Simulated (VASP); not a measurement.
# C (Fd-3m) in VASP: settings compared, part 2 of 2

VASP 6.6.1. The steps go on from the part before.

## Step 4: Relaxation of cell and atoms, optB88-vdW

File INCAR:

```
SYSTEM = C
AGGAC = 0.0 ; ALGO = Normal
EDIFF = 1E-6 ; EDIFFG = -0.005
ENCUT = 600 ; GGA = BO
IBRION = 2 ; ISIF = 3
ISMEAR = -1 ; LASPH = .True.
LCHARG = .False. ; LREAL = .False.
LUSE_VDW = .True. ; LWAVE = .False.
NELM = 80 ; NSW = 60
PARAM1 = 0.1833333333 ; PARAM2 = 0.22
PREC = Accurate ; SIGMA = 0.05
```

File KPOINTS:

```
k-points
0
Gamma
  13 13 13
  0 0 0
```

File POSCAR:

```
C
1.0
    0.0000000000      1.7833700000      1.7833700000
    1.7833700000      0.0000000000      1.7833700000
    1.7833700000      1.7833700000      0.0000000000
C
2
Direct
    0.7500000000      0.7500000000      0.7500000000
    0.5000000000      0.5000000000      0.5000000000
```

Potentials or basis: VASP PAW PBE potentials, release 64 (C).

The run is started by

```bash
> cat potpaw_PBE.64/C/POTCAR > POTCAR
> mpirun -np 1 vasp_std > vasp.out
```

OUTCAR:

```text
SYSTEM = C
   EDIFF = 1E-6
   EDIFFG = -0.005
   ENCUT = 600
   GGA = BO
   IBRION = 2
   ISIF = 3
   ISMEAR = -1
   LASPH = .True.
   LREAL = .False.
   NELM = 80
   NSW = 60
   PREC = Accurate

 ion  position               nearest neighbor table
   1  0.750  0.750  0.750-   2 1.54   2 1.54   2 1.54   2 1.54
   2  0.500  0.500  0.500-   1 1.54   1 1.54   1 1.54   1 1.54

  LATTYP: Found a face centered cubic cell.
 ALAT       =     3.5667400000

  Lattice vectors:

 A1 = (   0.0000000000,   1.7833700000,   1.7833700000)
 A2 = (   1.7833700000,   0.0000000000,   1.7833700000)
 A3 = (   1.7833700000,   1.7833700000,   0.0000000000)

Analysis of symmetry for initial positions (statically):
=====================================================================
 Subroutine PRICEL returns:
 Original cell was already a primitive cell.

 Routine SETGRP: Setting up the symmetry group for a
 face centered cubic supercell.

 Subroutine GETGRP returns: Found 48 space group operations
 (whereof 24 operations were pure point group operations)
 out of a pool of 48 trial point group operations.

The static configuration has the point symmetry T_d .
 The point group associated with its full space group is O_h .

Analysis of symmetry for dynamics (positions and initial velocities):
=====================================================================
 Subroutine PRICEL returns:
 Original cell was already a primitive cell.

 Routine SETGRP: Setting up the symmetry group for a
 face centered cubic supercell.

 Subroutine GETGRP returns: Found 48 space group operations
 (whereof 24 operations were pure point group operations)
 out of a pool of 48 trial point group operations.

The dynamic configuration has the point symmetry T_d .
 The point group associated with its full space group is O_h .

 Subroutine INISYM returns: Found 48 space group operations
 (whereof 24 operations are pure point group operations),
 and found     1 'primitive' translations

----------------------------------------------------------------------------------------

                                     Primitive cell

  volume of cell :      11.3437

  direct lattice vectors                    reciprocal lattice vectors
     0.000000000  1.783370000  1.783370000    -0.280368067  0.280368067  0.280368067
     1.783370000  0.000000000  1.783370000     0.280368067 -0.280368067  0.280368067
     1.783370000  1.783370000  0.000000000     0.280368067  0.280368067 -0.280368067

  length of vectors
     2.522066041  2.522066041  2.522066041     0.485611737  0.485611737  0.485611737

  position of ions in fractional coordinates (direct lattice)
     0.750000000  0.750000000  0.750000000
     0.500000000  0.500000000  0.500000000

  ion indices of the primitive-cell ions
   primitive index   ion index
                 1           1
                 2           2

----------------------------------------------------------------------------------------

 KPOINTS: k-points
[... 76 lines left out ...]
   k-points           NKPTS =     84   k-points in BZ     NKDIM =     84   number of bands    NBANDS=      8
   number of dos      NEDOS =    301   number of ions     NIONS =      2
   total plane-waves  NPLWV =   8000
   dimension x,y,z NGX =    20 NGY =   20 NGZ =   20
   dimension x,y,z NGXF=    40 NGYF=   40 NGZF=   40
   ions per type =               2
   NGX,Y,Z   is equivalent  to a cutoff of  13.18, 13.18, 13.18 a.u.
   NGXF,Y,Z  is equivalent  to a cutoff of  26.37, 26.37, 26.37 a.u.
 SYSTEM =  C
   PREC   = accura    normal or accurate (medium, high low for compatibility)
   ISTART =      0    job   : 0-new  1-cont  2-samecut
   ICHARG =      2    charge: 1-file 2-atom 10-const
   ISPIN  =      1    spin polarized calculation?
   LNONCOLLINEAR =      F non collinear calculations
   LSORBIT =      F    spin-orbit coupling
   LASPH  =      T    aspherical Exc in radial PAW
   ENCUT  =  600.0 eV  44.10 Ry    6.64 a.u.   5.04  5.04  5.04*2*pi/ulx,y,z
   NELM   =     80;   NELMIN=  2; NELMDL= -5     # of ELM steps
   EDIFF  = 0.1E-05   stopping-criterion for ELM
   LREAL  =      F    real-space projection
   EDIFFG = -.5E-02   stopping-criterion for IOM
   NSW    =     60    number of steps for IOM
   IBRION =      2    ionic relax: 0-MD 1-quasi-New 2-CG
   NFREE  =      1    steps in history (QN), initial steepest desc. (CG)
   ISIF   =      3    stress and relaxation
   ISYM   =      2    0-nonsym 1-usesym 2-fastsym
   POTIM  = 0.5000    time-step for ionic-motion
   TEBEG  =    0.0;   TEEND  =   0.0 temperature during run
   PSTRESS=    0.0 pullay stress
   NELECT =       8.0000    total number of electrons
   NUPDOWN=      -1.0000    fix difference up-down
   EMIN   =  10.00;   EMAX   =-10.00  energy-range for DOS
   EFERMI =   0.00;   METHOD = LEGACY
   ISMEAR =    -1;   SIGMA  =   0.05  broadening in eV -4-tet -1-fermi 0-gaus
   EFERMI_NEDOS =   21; number of points for ismear=-14 and -15
   IALGO  =     38    algorithm
   IMIX   =      4    mixing-type and parameters
     AMIX     =   0.40;   BMIX     =  1.00
     AMIX_MAG =   1.60;   BMIX_MAG =  1.00
  volume/ion in A,a.u.               =       5.67        38.28
  Fermi-wavevector in a.u.,A,eV,Ry     =   1.457203  2.753714 28.891161  2.123440
  Thomas-Fermi vector in A             =   2.574032
   LORBIT       =      0    0 simple, 1 ext, 2 COOP (PROOUT), +10 PAW based schemes
   GGA     = BO    functional components
   LHFCALC =     F    Hartree Fock is set to
   AEXX    =    0.0000 exact exchange contribution
   IVDW_NL    =     1    kernel type
   BPARAM     = 6.3000
   IVDW    =     0    specifies the selected vdW correction
   LEPSILON=     F    determine dielectric tensor
   LRPA    =     F    only Hartree local field effects (RPA)
 conjugate gradient relaxation of ions
 non-spin polarized calculation
  energy-cutoff  :      600.00
  volume of cell :       11.34
 maximum number of plane-waves:       388
   NGX =  9   NGY =  9   NGZ =  9

--------------------------------------- Ionic step        1  -------------------------------------------

 number of electron       7.9999999 magnetization

 Free energy of the ion-electron system (eV)
  ---------------------------------------------------
  ext. energy  EPLUGINS =         0.00000000
  ---------------------------------------------------
  free energy    TOTEN  =       -15.86694316 eV

  energy without entropy =      -15.86694316  energy(sigma->0) =      -15.86694316

------------------------ aborting loop because EDIFF is reached ----------------------------------------

  FORCE on cell =-STRESS in cart. coord.  units (eV):
  Direction    XX          YY          ZZ          XY          YZ          ZX
  --------------------------------------------------------------------------------------
  -------------------------------------------------------------------------------------
  Total        0.2025257      0.2025257      0.2025257     -0.0000000     -0.0000000      0.0000000
  in kB       28.6046366     28.6046366     28.6046366     -0.0000000     -0.0000000      0.0000000
  external PRESSURE =      28.6046366 kB  Pullay stress =       0.0000000 kB
[... 63 lines left out ...]
--------------------------------------- Ionic step        3  -------------------------------------------

 number of electron       7.9999999 magnetization

 Free energy of the ion-electron system (eV)
  ---------------------------------------------------
  ext. energy  EPLUGINS =         0.00000000
  ---------------------------------------------------
  free energy    TOTEN  =       -15.86760594 eV

  energy without entropy =      -15.86760594  energy(sigma->0) =      -15.86760594

 E-fermi :  10.4240     XC(G=0): -13.1630

 val. band max:        9.4514513825   @ k =   0.0000   0.0000   0.0000
 cond. band min:      13.7650364229   @ k =   0.3846   0.3846   0.0000
 fundamental gap:      4.3135850404
 Fermi energy:        10.4239838214

 k-point     1 :       0.0000    0.0000    0.0000
  band No.  band energies     occupation
      1     -11.7525      2.00000
      2       9.4514      2.00000
      3       9.4514      2.00000
      4       9.4515      2.00000
      5      15.1166      0.00000
      6      15.1166      0.00000
      7      15.1166      0.00000
      8      22.7067      0.00000
[... 419 lines left out ...]
 k-point    40 :       0.4615    0.3077    0.0000
  band No.  band energies     occupation
      1      -6.1248      2.00000
      2       0.1980      2.00000
      3       2.6196      2.00000
      4       4.0804      2.00000
      5      14.8592      0.00000
      6      18.0286      0.00000
      7      23.7189      0.00000
      8      23.9439      0.00000

 [... further k-points ...]

------------------------ aborting loop because EDIFF is reached ----------------------------------------

  FORCE on cell =-STRESS in cart. coord.  units (eV):
  Direction    XX          YY          ZZ          XY          YZ          ZX
  --------------------------------------------------------------------------------------
  -------------------------------------------------------------------------------------
  Total        0.0008482      0.0008482      0.0008482      0.0000000      0.0000000      0.0000000
  in kB        0.1190124      0.1190124      0.1190124      0.0000000      0.0000000      0.0000000
  external PRESSURE =       0.1190124 kB  Pullay stress =       0.0000000 kB
[... 21 lines left out ...]
  energy  without entropy=      -15.8676059418  energy(sigma->0) =      -15.86760594

Total vdW correction in eV:      0.7195988

 reached required accuracy - stopping structural energy minimisation
```

Wall time 28 s (1 thread of Intel Xeon Platinum 8559C (Emerald Rapids), shared host); peak memory 0.22 GiB.

What came out:

```yaml
Free_energy: -15.8676 eV
Relaxed_volume: 5.71 Å³/atom
Relaxed_cell: a = 2.528 Å, b = 2.528 Å, c = 2.528 Å, α = 60.00°, β = 60.00°, γ = 60.00°
Space_group_after_relaxing_to_0.05_Å: Fd-3m (No. 227)
Energy_gained_by_relaxing: 0.3 meV/atom
Ionic_steps: 3
Pressure_after_relaxing: 0.0 GPa
Band_gap_on_the_k_mesh: 4.31 eV, indirect (least direct gap 5.67 eV)
```

Step by step:
| step | energy change (eV) | largest force (eV/Å) | pressure (GPa) | volume (Å³) |
| --- | --- | --- | --- | --- |
| 1 | 0.0000 | 0.0000 | 2.86 | 11.34 |
| 2 | 0.0003 | 0.0000 | -3.37 | 11.51 |
| 3 | -0.0007 | 0.0000 | 0.01 | 11.42 |

Final structure:
```yaml
crystal:
  lattice:
    - [0.00000, 1.78729, 1.78729]
    - [1.78729, 0.00000, 1.78729]
    - [1.78729, 1.78729, 0.00000]
  atoms:
    - { symbol: C, position: [0.75000, 0.75000, 0.75000] }
    - { symbol: C, position: [0.50000, 0.50000, 0.50000] }
```

Caveat: the PAW data sets were made with another functional, which shifts forces and pressure a little; an odd mesh through Γ misses points on the zone boundary, where band edges often lie.

## Step 5: Relaxation of cell and atoms, rev-vdW-DF2

File INCAR:

```
PREC     = Accurate       # precision mode
ENCUT    = 600            # plane-wave cutoff, eV
EDIFF    = 1E-7           # SCF threshold, eV
ISMEAR   = -1             # smearing method
SIGMA    = 0.05           # smearing width, eV
LREAL    = False          # projectors in reciprocal space
LASPH    = True           # aspherical terms in the spheres
NELM     = 100            # most SCF steps
ALGO     = Normal         # electronic algorithm
ISIF     = 3              # what is computed and relaxed
LWAVE    = False          # write WAVECAR
LCHARG   = False          # write CHGCAR
GGA      = MK             # functional
LUSE_VDW = True         
AGGAC    = 0.0          
PARAM1   = 0.1234       
PARAM2   = 0.711357     
ZAB_VDW  = -1.8867      
IBRION   = 2              # ionic algorithm
NSW      = 40             # ionic steps
EDIFFG   = -0.005         # ionic threshold
```

File KPOINTS:

```
regular mesh
0
Gamma
  13 13 13
```

POSCAR is that of step 4.

The run is started by

```bash
> cat potpaw_PBE.64/C/POTCAR > POTCAR
> mpirun -np 1 vasp_std > vasp.out
```

It took 13 s on 1 thread of Intel Xeon Platinum 8559C (Emerald Rapids), shared host; peak memory 0.22 GiB.

It converged, with:

* Free energy: -16.5018 eV
* Pressure after relaxing: 0.0 GPa
* Band gap on the k mesh: 4.19 eV, indirect (least direct gap 5.62 eV)

Final structure:
```yaml
crystal:
  lattice:
    - [0.00000, 1.78337, 1.78337]
    - [1.78337, 0.00000, 1.78337]
    - [1.78337, 1.78337, 0.00000]
  atoms:
    - { symbol: C, position: [0.75000, 0.75000, 0.75000] }
    - { symbol: C, position: [0.50000, 0.50000, 0.50000] }
```

Levels at points of the mesh, in eV from the valence-band top:
```
           k point  band 2  band 3  band 4  band 5  band 6  band 7
(0.00, 0.00, 0.00)    0.00    0.00    0.00    5.62    5.62    5.62
```

Caveat: the relaxation stopped at its first step, so nothing moved; the PAW data sets were made with another functional, which shifts forces and pressure a little; an odd mesh through Γ misses points on the zone boundary, where band edges often lie.

## Step 6: Relaxation of cell and atoms, optB86b-vdW

File INCAR:

```
SYSTEM = C
PREC     = Accurate       ! precision mode
ENCUT    = 600            ! plane-wave cutoff, eV
EDIFF    = 1E-6           ! SCF threshold, eV
ISMEAR   = -1             ! smearing method
SIGMA    = 0.05           ! smearing width, eV
LREAL    = .False.        ! projectors in reciprocal space
LASPH    = .True.         ! aspherical terms in the spheres
NELM     = 80             ! most SCF steps
ALGO     = Fast           ! electronic algorithm
ISIF     = 3              ! what is computed and relaxed
LWAVE    = .False.        ! write WAVECAR
LCHARG   = .False.        ! write CHGCAR
GGA      = MK             ! functional
LUSE_VDW = .True.       
AGGAC    = 0.0          
PARAM1   = 0.1234       
PARAM2   = 1.0          
IBRION   = 2              ! ionic algorithm
NSW      = 40             ! ionic steps
EDIFFG   = -0.02          ! ionic threshold
```

File KPOINTS:

```
regular mesh
0
Gamma
  13 13 13
  0 0 0
```

POSCAR is that of step 5.

Potentials or basis: VASP PAW PBE potentials, release 64 (C).

The run is started by

```bash
> cat potpaw_PBE.64/C/POTCAR > POTCAR
> mpirun -np 1 vasp_std > vasp.out
```

OUTCAR:

```text
SYSTEM = C
   PREC = Accurate
   ENCUT = 600
   EDIFF = 1E-6
   ISMEAR = -1
   LREAL = .False.
   LASPH = .True.
   NELM = 80
   ISIF = 3
   GGA = MK
   IBRION = 2
   NSW = 40
   EDIFFG = -0.02

 ion  position               nearest neighbor table
   1  0.750  0.750  0.750-   2 1.54   2 1.54   2 1.54   2 1.54
   2  0.500  0.500  0.500-   1 1.54   1 1.54   1 1.54   1 1.54

  LATTYP: Found a face centered cubic cell.
 ALAT       =     3.5667400000

  Lattice vectors:

 A1 = (   0.0000000000,   1.7833700000,   1.7833700000)
 A2 = (   1.7833700000,   0.0000000000,   1.7833700000)
 A3 = (   1.7833700000,   1.7833700000,   0.0000000000)

Analysis of symmetry for initial positions (statically):
[... 289 lines left out ...]

  energy without entropy =      -16.20533227  energy(sigma->0) =      -16.20533227

 E-fermi :  10.5983     XC(G=0): -13.2556

 val. band max:        9.6377632924   @ k =   0.0000   0.0000   0.0000
 cond. band min:      13.8201380932   @ k =   0.3846   0.3846   0.0000
 fundamental gap:      4.1823748008
 Fermi energy:        10.5983439117

 k-point     1 :       0.0000    0.0000    0.0000
  band No.  band energies     occupation
      1     -11.7410      2.00000
      2       9.6378      2.00000
      3       9.6378      2.00000
      4       9.6378      2.00000
      5      15.2471      0.00000
      6      15.2471      0.00000
      7      15.2471      0.00000
      8      22.9810      0.00000
[... 419 lines left out ...]
 k-point    40 :       0.4615    0.3077    0.0000
  band No.  band energies     occupation
      1      -6.0717      2.00000
      2       0.3057      2.00000
      3       2.6991      2.00000
      4       4.1893      2.00000
      5      14.9200      0.00000
      6      18.0942      0.00000
      7      23.9591      0.00000
      8      24.1937      0.00000

 [... further k-points ...]

------------------------ aborting loop because EDIFF is reached ----------------------------------------

  FORCE on cell =-STRESS in cart. coord.  units (eV):
  Direction    XX          YY          ZZ          XY          YZ          ZX
  --------------------------------------------------------------------------------------
  -------------------------------------------------------------------------------------
  Total       -0.0005548     -0.0005548     -0.0005548     -0.0000000     -0.0000000      0.0000000
  in kB       -0.0781744     -0.0781744     -0.0781744     -0.0000000     -0.0000000      0.0000000
  external PRESSURE =      -0.0781744 kB  Pullay stress =       0.0000000 kB
[... 21 lines left out ...]
  energy  without entropy=      -16.2053322725  energy(sigma->0) =      -16.20533227

Total vdW correction in eV:      0.7055971

 reached required accuracy - stopping structural energy minimisation
```

Run time: 32 s. Hardware: 1 thread of Intel Xeon Platinum 8559C (Emerald Rapids), shared host; peak memory 0.22 GiB.

Results:

* Free energy: -16.2053 eV
* Relaxed volume: 5.69 Å³/atom
* Relaxed cell: a = 2.524 Å, b = 2.524 Å, c = 2.524 Å, α = 60.00°, β = 60.00°, γ = 60.00°
* Space group after relaxing (to 0.05 Å): Fd-3m (No. 227)
* Energy gained by relaxing: 0.0 meV/atom
* Ionic steps: 3
* Pressure after relaxing: 0.0 GPa
* Band gap on the k mesh: 4.18 eV, indirect (least direct gap 5.61 eV)

Final structure:
```
C
1.0
     0.00000    1.78479    1.78479
     1.78479    0.00000    1.78479
     1.78479    1.78479    0.00000
C
2
Cartesian
  2.6772 2.6772 2.6772
  1.7848 1.7848 1.7848
```

Levels at points of the mesh, in eV from the valence-band top:
```
           k point  band 2  band 3  band 4  band 5  band 6  band 7
(0.00, 0.00, 0.00)    0.00    0.00    0.00    5.61    5.61    5.61
```

Caveat: the PAW data sets were made with another functional, which shifts forces and pressure a little; an odd mesh through Γ misses points on the zone boundary, where band edges often lie.

## Step 7: The reference run

An earlier run on the cell as given: functional PBE; potentials or basis VASP PAW PBE potentials, release 64 (C); cutoff 520 eV; k mesh 13 × 13 × 13; occupations fermi-dirac, width 0.05 eV; no spin polarisation.

* Pressure: 2.5 GPa
* Band gap on the k mesh: 4.14 eV, indirect (least direct gap 5.59 eV)

## Step 8: Overview

```tsv
task	level	cell	cutoff (eV)	gap on the mesh (eV)	pressure (GPa)	relaxed volume (Å³/atom)
relaxation of cell and atoms	vdW-DF-cx	relaxed	600	4.10	0.0	-
relaxation of cell and atoms	optPBE-vdW	relaxed	600	4.28	0.0	5.75
relaxation of cell and atoms	optB88-vdW	relaxed	600	4.31	0.0	5.71
relaxation of cell and atoms	rev-vdW-DF2	relaxed	600	4.19	0.0	-
relaxation of cell and atoms	optB86b-vdW	relaxed	600	4.18	0.0	5.69
single point	PBE	as given	520	4.14	2.5	-
```

Alike in all rows: potentials or basis VASP PAW PBE potentials, release 64 (C); no spin polarisation; k mesh 13 × 13 × 13; smearing fermi-dirac 0.05 eV.

Caveats: an odd mesh through Γ misses points on the zone boundary, where band edges often lie; the PAW data sets were made with another functional, which shifts forces and pressure a little (some runs); the relaxation stopped at its first step, so nothing moved (some runs).

Absolute energies hang on the potentials; compare differences alone.

## Step 9: How close it comes

Step 2. The cell as given is a measured one (5.67 Å³/atom); vdW-DF-cx puts the equilibrium volume +0.0 % from it, thermal expansion not counted.

Step 3. The cell as given is a measured one (5.67 Å³/atom); optPBE-vdW puts the equilibrium volume +1.4 % from it, thermal expansion not counted.

Step 4. The cell as given is a measured one (5.67 Å³/atom); optB88-vdW puts the equilibrium volume +0.7 % from it, thermal expansion not counted.

Step 5. The cell as given is a measured one (5.67 Å³/atom); rev-vdW-DF2 puts the equilibrium volume +0.0 % from it, thermal expansion not counted.

Step 6. The cell as given is a measured one (5.67 Å³/atom); optB86b-vdW puts the equilibrium volume +0.2 % from it, thermal expansion not counted.
